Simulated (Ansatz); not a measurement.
CdI₂ (P-3m1), two-dimensional strain map

Method: DFT PBE+D3(BJ), scalar-relativistic, plane waves, PAW (Ansatz). Settings: plane waves to 420 eV, k-mesh 9×9×4 (Γ-centred), Gaussian smearing 0.05 eV. No spin polarisation. Energies are free energies at this smearing, counted from the undisturbed cell; pressure is positive in compression.

The undisturbed cell (as given, not relaxed at this level; it stands at 0.3 GPa):

```yaml
crystal:
  lattice:
    - [4.24400, 0.00000, 0.00000]
    - [-2.12200, 3.67541, 0.00000]
    - [0.00000, 0.00000, 6.85900]
  atoms:
    - { symbol: Cd, position: [0.00000, 0.00000, 0.00000] }
    - { symbol: I, position: [0.33333, 0.66667, 0.24920] }
    - { symbol: I, position: [0.66667, 0.33333, 0.75080] }
```

The cell is strained by p along both x and y and by q along z, fractional coordinates fixed. Points are written (p, q).

Energy above the undisturbed cell in meV/atom (a dash: not computed):

| p \ q | -0.050 | -0.025 | 0.000 | 0.025 | 0.050 |
| --- | --- | --- | --- | --- | --- |
| -0.050 | 115.5 | ? | 56.2 | 40.8 | ? |
| -0.025 | 51.6 | 28.6 | 14.4 | 8.1 | ? |
| 0.000 | 18.8 | 5.6 | 0.0 | 1.2 | 8.6 |
| 0.025 | 11.3 | 6.3 | 7.7 | – | 27.8 |
| 0.050 | 24.4 | 26.1 | ? | 45.6 | 62.5 |

(1) Fill in the withheld energies.

Answers

(1) (-0.050, -0.025): 80.8; (-0.050, 0.050): 33.7; (-0.025, 0.050): 9.0; (0.050, 0.000): 33.3.